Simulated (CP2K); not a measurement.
The system is PbO.

```
CELL_PARAMETERS angstrom
5.87600 0.00000 0.00000
0.00000 5.47600 0.00000
0.00000 0.00000 4.74300
ATOMIC_POSITIONS crystal
Pb 0.76900 0.51400 0.25000
Pb 0.23100 0.48600 0.75000
Pb 0.76900 0.98600 0.75000
Pb 0.23100 0.01400 0.25000
O 0.13200 0.58200 0.25000
O 0.86800 0.41800 0.75000
O 0.13200 0.91800 0.75000
O 0.86800 0.08200 0.25000
```

Base run:

* Program: CP2K 2026.2
* Functional: PBEsol
* Potentials or basis: POTENTIAL_UZH Pb GTH-PBE-q4, O GTH-PBE-q6; DZVP-MOLOPT-PBE-GTH basis
* Density cutoff: 11565 eV
* k mesh: 4 × 4 × 5
* Occupations: fermi-dirac, width 0.05 eV
* Spin: no spin polarisation

Its results: band gap on the k mesh 1.89 eV, indirect (least direct gap 2.20 eV); pressure 3.1 GPa; largest force 1.140 eV/Å.

Problem. After a change of settings the same cell gave: band gap on the k mesh 2.02 eV, indirect (least direct gap 2.30 eV); pressure 4.6 GPa; largest force 1.149 eV/Å. Which change was it?
A. functional from PBEsol to SCAN
B. functional from PBEsol to LDA
C. functional from PBEsol to rev-vdW-DF2

Solution. C.

Caveats: the potentials were made for another functional, which shifts forces and pressure; spin-orbit coupling is left out, which as a rule narrows the gap of such compounds by several tenths of an eV; an odd mesh through Γ misses points on the zone boundary, where band edges often lie; the cell's inner coordinates are idealised or old, which leaves forces on the atoms; the basis of atomic orbitals isn't converged, which shifts pressures, moduli and gaps.
